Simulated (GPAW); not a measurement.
The system is Fe2Ge.

```
Ge Fe
1.0
     4.16363    0.00000    0.00000
    -2.08182    3.60581    0.00000
     0.00000    0.00000    2.62647
Ge Fe
1 2
Direct
  0.00000 0.00000 0.00000
  0.33333 0.66667 0.50000
  0.66667 0.33333 0.50000
```

The cell comes from a database or a generator and needn't be the stable form of this composition.

Base run:

| Quantity | Value |
| --- | --- |
| Program | GPAW 26.7.0 |
| Functional | PBEsol |
| Potentials or basis | PAW data sets generated in the run's folder for this functional |
| Cutoff | 600 eV |
| Basis | pw |
| k mesh | 6 × 6 × 7 |
| Occupations | fermi-dirac, width 0.05 eV |
| Spin | collinear spin, ferromagnetic start |
| Starting moments | [0.0, 3.0, 3.0] μB |
| Hubbard terms | Fe d U = 1 eV |

Its results: pressure -2.6 GPa; net moment 5.34 μB per cell; site moments Ge +0.01; Fe +2.62 μB.

**Question.** The run is repeated on the same cell with these changes: hubbard terms from Fe d U = 1 eV to Fe d U = 6 eV. What comes out?

**Answer.** Pressure 12.8 GPa; net moment 6.06 μB per cell; site moments Ge -0.02; Fe +3.12 μB.

Caveats: the U is typed as a test and isn't derived for this compound.
